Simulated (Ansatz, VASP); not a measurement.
**One calculation of Hg, two programs**

```xyz
2
Lattice="2.1927 1.2660 3.5485 -2.1927 1.2660 3.5485 0.0000 -2.5320 3.5485" Properties=species:S:1:pos:R:3 pbc="T T T"
Hg    0.0000    0.0000    2.6629
Hg    0.0000    0.0000    7.9826
```

Alike in both runs: functional PBE; k mesh 6 × 6 × 6; occupations gaussian, width 0.1 eV; no spin polarisation.

Ansatz relaxed the structure, and its values are those at the end. VASP's run is a single point on that final structure, the one shown.

```csv
,VASP,Ansatz
version,VASP 6.6.1,Ansatz 0.2.0
potentials or method,"VASP PAW PBE potentials, release 64 (Hg)","scalar-relativistic, plane waves, PAW"
plane-wave cutoff (eV),520,420
valence electrons in the cell,24,40
```

|  | VASP | Ansatz | Ansatz less VASP |
| --- | --- | --- | --- |
| gap on the k mesh at the Fermi level (eV) | none | none | - |
| pressure (GPa) | 0.4 | 0.2 | -0.18 |

A gap of «none» marks a metal or a gap that the smearing closes. The two sets of potentials don't hold the same shells in valence.

The runs have no spin-orbit coupling, so splittings on Hg are missing.
